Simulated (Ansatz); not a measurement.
Here is an Ansatz 0.2.0 calculation.

Contents of input.yaml:

```yaml
crystal:
  lattice:
    - [0.0, 2.9305, 2.9305]
    - [2.9305, 0.0, 2.9305]
    - [2.9305, 2.9305, 0.0]
  atoms:
    - { symbol: In, position: [0.0, 0.0, 0.0] }
    - { symbol: P, position: [0.75, 0.75, 0.75] }
kpoints:
  mp_grid: { grid: [8, 8, 8] }
  band_path:
    path:
      - [0.0, 0.0, 0.0]
      - [0.5, 0.0, 0.5]
      - [0.5, 0.25, 0.75]
      - [0.375, 0.375, 0.75]
      - [0.0, 0.0, 0.0]
      - [0.5, 0.5, 0.5]
      - [0.625, 0.25, 0.625]
      - [0.5, 0.25, 0.75]
    npoints: 8
scf:
  occupations: { method: fermi_dirac, width: 0.05 }
hamiltonian:
  xc: rpbe
  pseudopotentials: { kind: all_electron, lapw: { basis_error: 0.001 } }
output:
  forces: true
  stress: true
  eigenvalues: true
```

Potentials or basis: all-electron LAPW, scalar-relativistic.

Run with:

```bash
$ ansatz run input.yaml --threads 1 --pin off --max-ram 3072MiB --backend cpu --events-out ev --progress --plain --runs-dir out
```

**Question.** Estimate the band gap along the path.

**Answer.** 0.85 eV, direct.

**Question.** Predict the band gap on the k mesh.

**Answer.** 0.85 eV, direct.

**Question.** Predict the pressure.

**Answer.** 5.2 GPa.

Levels at the corners of the path, in eV from the valence-band top:
```csv
point,band 15,band 16,band 17,band 18,band 19,band 20
Γ,0.00,0.00,0.00,0.85,4.15,4.15
X,-5.70,-2.30,-2.30,1.89,2.36,9.36
W,-5.55,-2.92,-2.87,4.38,4.43,5.66
K,-5.55,-3.26,-1.92,2.47,4.46,7.56
Γ,0.00,0.00,0.00,0.85,4.15,4.15
L,-5.67,-0.96,-0.96,1.61,4.87,4.87
U,-5.55,-3.26,-1.92,2.47,4.46,7.56
W,-5.55,-2.92,-2.87,4.38,4.43,5.66
```

Caveat: spin-orbit coupling is left out, which moves the levels of the heavy elements.

**What was measured.**

A printed reference work, data compilation reports, for a bulk crystal of InP at 1.6 K: band gap 1.4236 eV (direct).

Against the measured gap of InP, 1.4236 eV (direct; 1.6 K; a printed reference work, data compilation), the calculated 0.85 eV is off by -0.57 eV. Spin-orbit coupling on In is left out. The value is that of RPBE, without temperature or zero-point motion. Semilocal functionals fall short of measured gaps as a rule.
